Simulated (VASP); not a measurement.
# BN (Pnma) in VASP: further runs

Runs on BN. Level: LDA. Tasks: single point.

Everything below comes from runs of VASP 6.6.1. Logs are shortened: lines on timing, memory, paths and dates and some standing lists are left out, and cuts for length are marked.

## 1. The undisturbed crystal

It takes space group Pnma (No. 62, orthorhombic). Conventional cell: a = 4.880 Å, b = 2.591 Å, c = 4.292 Å, α = 90.00°, β = 90.00°, γ = 90.00°. Around N (site symmetry m) lie 4 B at 1.51 to 1.65 Å. B (site symmetry m) has 4 N at 1.51 to 1.65 Å as nearest neighbours.

Measurements of this composition are mostly on another form, of space group No. 194.

## 2. Single point, LDA

Contents of INCAR:

```
PREC = Accurate
ENCUT = 520
EDIFF = 1E-7
ISMEAR = 0
SIGMA = 0.05
LREAL = F
LASPH = T
NELM = 100
ALGO = Normal
ISIF = 2
LWAVE = F
LCHARG = F
GGA = CA
NBANDS = 26
ADDGRID = F
```

Contents of KPOINTS:

```
Automatic mesh
0
Gamma
  1 2 2
```

Contents of POSCAR:

```
BN
1.0
    4.8800890000      0.0000000000      0.0000000000
    0.0000000000      2.5914640000      0.0000000000
    0.0000000000      0.0000000000      4.2920490000
N B
4 4
Direct
    0.3126810000      0.7789050000      0.1007580000
    0.6862050000      0.2199960000      0.9104900000
    0.1885540000      0.2516410000      0.5901280000
    0.8143530000      0.7609560000      0.4059790000
    0.3484130000      0.2497860000      0.9057480000
    0.1724810000      0.7260260000      0.4021060000
    0.8489350000      0.2255820000      0.5905950000
    0.6397780000      0.7695720000      0.0911510000
```

Potentials or basis: VASP PAW LDA potentials, release 64 (N, B).

Run with:

```bash
$ cat potpaw_LDA.64/N/POTCAR potpaw_LDA.64/B/POTCAR > POTCAR
$ mpirun -np 1 vasp_std > vasp.out
```

OUTCAR:

```text
PREC = Accurate
   ENCUT = 520
   EDIFF = 1E-7
   ISMEAR = 0
   LREAL = F
   LASPH = T
   NELM = 100
   ISIF = 2
   GGA = CA

 Found      4 irreducible k-points:

 Following reciprocal coordinates:
            Coordinates               Weight
  0.000000  0.000000  0.000000      1.000000
  0.000000  0.500000  0.000000      1.000000
  0.000000  0.000000  0.500000      1.000000
  0.000000  0.500000  0.500000      1.000000
   k-points           NKPTS =      4   k-points in BZ     NKDIM =      4   number of bands    NBANDS=     26
   number of dos      NEDOS =    301   number of ions     NIONS =      8
   total plane-waves  NPLWV =  23040
   dimension x,y,z NGX =    36 NGY =   20 NGZ =   32
   dimension x,y,z NGXF=    72 NGYF=   40 NGZF=   64
   ions per type =               4   4
   NGX,Y,Z   is equivalent  to a cutoff of  12.26, 12.83, 12.39 a.u.
   NGXF,Y,Z  is equivalent  to a cutoff of  24.53, 25.66, 24.79 a.u.
 SYSTEM =  unknown system
   PREC   = accura    normal or accurate (medium, high low for compatibility)
   ISTART =      0    job   : 0-new  1-cont  2-samecut
   ICHARG =      2    charge: 1-file 2-atom 10-const
   ISPIN  =      1    spin polarized calculation?
   LNONCOLLINEAR =      F non collinear calculations
   LSORBIT =      F    spin-orbit coupling
   LASPH  =      T    aspherical Exc in radial PAW
   ENCUT  =  520.0 eV  38.22 Ry    6.18 a.u.   9.07  4.82  7.98*2*pi/ulx,y,z
   NELM   =    100;   NELMIN=  2; NELMDL= -5     # of ELM steps
   EDIFF  = 0.1E-06   stopping-criterion for ELM
   LREAL  =      F    real-space projection
   EDIFFG = 0.1E-05   stopping-criterion for IOM
   NSW    =      0    number of steps for IOM
   IBRION =     -1    ionic relax: 0-MD 1-quasi-New 2-CG
   NFREE  =      0    steps in history (QN), initial steepest desc. (CG)
   ISIF   =      2    stress and relaxation
   ISYM   =      2    0-nonsym 1-usesym 2-fastsym
   POTIM  = 0.5000    time-step for ionic-motion
   TEBEG  =    0.0;   TEEND  =   0.0 temperature during run
   PSTRESS=    0.0 pullay stress
   NELECT =      32.0000    total number of electrons
   NUPDOWN=      -1.0000    fix difference up-down
   EMIN   =  10.00;   EMAX   =-10.00  energy-range for DOS
   EFERMI =   0.00;   METHOD = LEGACY
   ISMEAR =     0;   SIGMA  =   0.05  broadening in eV -4-tet -1-fermi 0-gaus
   EFERMI_NEDOS =   21; number of points for ismear=-14 and -15
   IALGO  =     38    algorithm
   IMIX   =      4    mixing-type and parameters
     AMIX     =   0.40;   BMIX     =  1.00
     AMIX_MAG =   1.60;   BMIX_MAG =  1.00
  volume/ion in A,a.u.               =       6.78        45.79
  Fermi-wavevector in a.u.,A,eV,Ry     =   1.372711  2.594047 25.637923  1.884334
  Thomas-Fermi vector in A             =   2.498293
   LORBIT       =      0    0 simple, 1 ext, 2 COOP (PROOUT), +10 PAW based schemes
   GGA     = CA    functional components
   LHFCALC =     F    Hartree Fock is set to
   AEXX    =    0.0000 exact exchange contribution
   IVDW    =     0    specifies the selected vdW correction
   LEPSILON=     F    determine dielectric tensor
   LRPA    =     F    only Hartree local field effects (RPA)
 non-spin polarized calculation
 Gauss-broadening in eV      SIGMA  =   0.05
  energy-cutoff  :      520.00
  volume of cell :       54.28
 maximum number of plane-waves:      1466
   NGX = 19   NGY =  9   NGZ = 15

 number of electron      31.9999995 magnetization

 Free energy of the ion-electron system (eV)
  ---------------------------------------------------
  ext. energy  EPLUGINS =         0.00000000
  ---------------------------------------------------
  free energy    TOTEN  =       -73.43089456 eV

  energy without entropy =      -73.43089456  energy(sigma->0) =      -73.43089456

 E-fermi :   6.0133     XC(G=0): -12.1680

 val. band max:        5.7149694534   @ k =   0.0000   0.0000   0.0000
 cond. band min:      11.1461087486   @ k =   0.0000   0.0000   0.5000
 fundamental gap:      5.4311392952
 Fermi energy:         6.0132554335

 k-point     1 :       0.0000    0.0000    0.0000
  band No.  band energies     occupation
      1     -13.9748      2.00000
      2     -11.3324      2.00000
      3     -10.3453      2.00000
      4      -8.2910      2.00000
      5      -3.1726      2.00000
      6      -2.8225      2.00000
      7      -1.6824      2.00000
      8      -1.2693      2.00000
      9       0.3297      2.00000
     10       1.4443      2.00000
     11       2.5638      2.00000
     12       2.9003      2.00000
     13       4.5239      2.00000
     14       5.3153      2.00000
     15       5.5959      2.00000
     16       5.7150      2.00000
     17      11.9398      0.00000
     18      12.2351      0.00000
     19      13.2614      0.00000
     20      13.5434      0.00000
     21      13.8473      0.00000
     22      14.4284      0.00000
     23      15.0225      0.00000
     24      16.3671      0.00000
     25      16.6376      0.00000
     26      17.6565      0.00000

 k-point     2 :       0.0000    0.5000    0.0000
  band No.  band energies     occupation
      1     -10.8875      2.00000
      2     -10.1514      2.00000
      3      -9.1298      2.00000
      4      -8.8888      2.00000
      5      -3.3693      2.00000
      6      -3.2332      2.00000
      7      -2.4220      2.00000
      8      -2.1195      2.00000
      9      -0.4060      2.00000
     10       0.4300      2.00000
     11       0.6421      2.00000
     12       1.0038      2.00000
     13       1.2725      2.00000
     14       1.7877      2.00000
     15       3.2610      2.00000
     16       3.7687      2.00000
     17      11.4273      0.00000
     18      11.7815      0.00000
     19      13.6057      0.00000
     20      14.4422      0.00000
     21      16.3123      0.00000
     22      16.6046      0.00000
     23      17.6737      0.00000
     24      17.9321      0.00000
     25      18.5231      0.00000
     26      19.1660      0.00000

 k-point     3 :       0.0000    0.0000    0.5000
  band No.  band energies     occupation
      1     -13.1535      2.00000
      2     -12.6003      2.00000
      3      -9.5361      2.00000
      4      -9.1577      2.00000
      5      -3.9672      2.00000
      6      -3.7604      2.00000
      7       0.8492      2.00000
      8       1.0390      2.00000
      9       1.5014      2.00000
     10       1.9173      2.00000
     11       2.1406      2.00000
     12       2.3711      2.00000
     13       3.9258      2.00000
     14       4.1341      2.00000
     15       4.3759      2.00000
     16       4.6977      2.00000
     17      11.1461      0.00000
     18      11.4267      0.00000
     19      13.6691      0.00000
     20      14.0500      0.00000
     21      14.7240      0.00000
     22      14.8789      0.00000
     23      16.4676      0.00000
     24      16.6710      0.00000
     25      16.9883      0.00000
     26      17.4913      0.00000

 k-point     4 :       0.0000    0.5000    0.5000
  band No.  band energies     occupation
      1     -10.5367      2.00000
      2      -9.9253      2.00000
      3      -9.4047      2.00000
      4      -9.0487      2.00000
      5      -3.9101      2.00000
      6      -3.6950      2.00000
      7      -2.3412      2.00000
      8      -2.0176      2.00000
      9      -1.1390      2.00000
     10      -0.7300      2.00000
     11       0.1944      2.00000
     12       0.4177      2.00000
     13       2.9106      2.00000
     14       3.3960      2.00000
     15       4.5504      2.00000
     16       4.9607      2.00000
     17      13.3134      0.00000
     18      13.4533      0.00000
     19      13.7263      0.00000
     20      13.9127      0.00000
     21      15.0899      0.00000
     22      15.2168      0.00000
     23      15.7118      0.00000
     24      16.0695      0.00000
     25      17.3507      0.00000
     26      17.5015      0.00000

------------------------ aborting loop because EDIFF is reached ----------------------------------------

  FORCE on cell =-STRESS in cart. coord.  units (eV):
  Direction    XX          YY          ZZ          XY          YZ          ZX
  --------------------------------------------------------------------------------------
  -------------------------------------------------------------------------------------
  Total       -9.8436320      3.3493596      1.5153990      1.0562340     -2.5672554     -0.5791114
  in kB     -290.5550030     98.8632234     44.7301122     31.1769152    -75.7778136    -17.0936629
  external PRESSURE =     -48.9872225 kB  Pullay stress =       0.0000000 kB

 VOLUME and BASIS-vectors are now :
 -----------------------------------------------------------------------------
  energy-cutoff  :      520.00
  volume of cell :       54.28
      direct lattice vectors                 reciprocal lattice vectors
     4.880089000  0.000000000  0.000000000     0.204914296  0.000000000  0.000000000
     0.000000000  2.591464000  0.000000000     0.000000000  0.385882266  0.000000000
     0.000000000  0.000000000  4.292049000     0.000000000  0.000000000  0.232988952

 POSITION                                       TOTAL-FORCE (eV/Angst)
 -----------------------------------------------------------------------------------
      1.52591      2.01850      0.43246         1.403593     -2.388031     -2.061287
      3.34874      0.57011      3.90787        -1.017406      3.611486     -1.046239
      0.92016      0.65212      2.53286         0.043065     -1.538670      0.367912
      3.97412      1.97199      1.74248         0.355039     -2.635839      0.142543
      1.70029      0.64731      3.88751        -1.192393      1.583927     -0.224637
      0.84172      1.88147      1.72586        -0.861484      2.284714      1.174306
      4.14288      0.58459      2.53486        -1.068351      2.354858      0.188227
      3.12217      1.99432      0.39122         2.337937     -3.272446      1.459176
 -----------------------------------------------------------------------------------
    total drift:                                0.000111     -0.000013     -0.000009

  FREE ENERGIE OF THE ION-ELECTRON SYSTEM (eV)
  ---------------------------------------------------
  free  energy   TOTEN  =       -73.4308945604 eV

  energy  without entropy=      -73.4308945604  energy(sigma->0) =      -73.43089456
```

Wall time 5 s (1 thread of Intel Xeon Platinum 8259CL at 2.50GHz (Skylake/Cascade Lake), shared host); peak memory 0.13 GiB.

These settings aren't checked as converged: the numbers below hold their error.

Results:

```yaml
Free_energy: -73.4309 eV
Pressure: -4.9 GPa
Largest_force: 4.278 eV/Å
Band_gap_on_the_k_mesh: 5.43 eV, indirect (least direct gap 6.22 eV)
```

Caveat: the k mesh is coarse (spacing up to 1.29 Å⁻¹), so the values aren't converged; an odd mesh through Γ misses points on the zone boundary, where band edges often lie.

## 3. Single point, LDA

INCAR: that of step 2 with these lines changed.

```diff
@@ -1,3 +1,3 @@
 PREC = Accurate
-ENCUT = 520
+ENCUT = 340
 EDIFF = 1E-7
```

Contents of KPOINTS:

```
Automatic mesh
0
Gamma
  2 3 2
```

POSCAR is that of step 2.

Potentials or basis: VASP PAW LDA potentials, release 64 (N, B).

Run with:

```bash
$ cat potpaw_LDA.64/N/POTCAR potpaw_LDA.64/B/POTCAR > POTCAR
$ mpirun -np 1 vasp_std > vasp.out
```

It took 6.2 s on 1 thread of Intel Xeon Platinum 8259CL at 2.50GHz (Skylake/Cascade Lake), shared host; peak memory 0.12 GiB.

The run converged, but a check on its numbers failed (symmetry, net force, bounds or a known fault of this set-up), so they aren't taken as properties of the crystal.

Caveat: the k mesh is coarse (spacing up to 0.81 Å⁻¹), so the values aren't converged; the cutoff lies under the usual one of these potentials, so the numbers hold a large basis-set error; an odd mesh through Γ misses points on the zone boundary, where band edges often lie.

## 4. Single point, LDA

INCAR: that of step 3 with these lines changed.

```diff
@@ -1,3 +1,3 @@
 PREC = Accurate
-ENCUT = 340
+ENCUT = 400
 EDIFF = 1E-7
```

KPOINTS is that of step 3.

POSCAR is that of step 3.

Run with:

```bash
$ cat potpaw_LDA.64/N/POTCAR potpaw_LDA.64/B/POTCAR > POTCAR
$ mpirun -np 1 vasp_std > vasp.out
```

Run time: 6.3 s. Hardware: 1 thread of Intel Xeon Platinum 8259CL at 2.50GHz (Skylake/Cascade Lake), shared host; peak memory 0.12 GiB.

These settings aren't checked as converged: the numbers below hold their error.

What came out:

| Property | Result |
| --- | --- |
| Free energy | -74.6521 eV |
| Largest force | 4.536 eV/Å |
| Band gap on the k mesh | 5.36 eV, indirect (least direct gap 5.77 eV) |

Caveat: the k mesh is coarse (spacing up to 0.81 Å⁻¹), so the values aren't converged; the cutoff is under 1.25 times the usual one of these potentials, so pressure, stress and relaxed cells hold a basis-set (Pulay) error; an odd mesh through Γ misses points on the zone boundary, where band edges often lie.
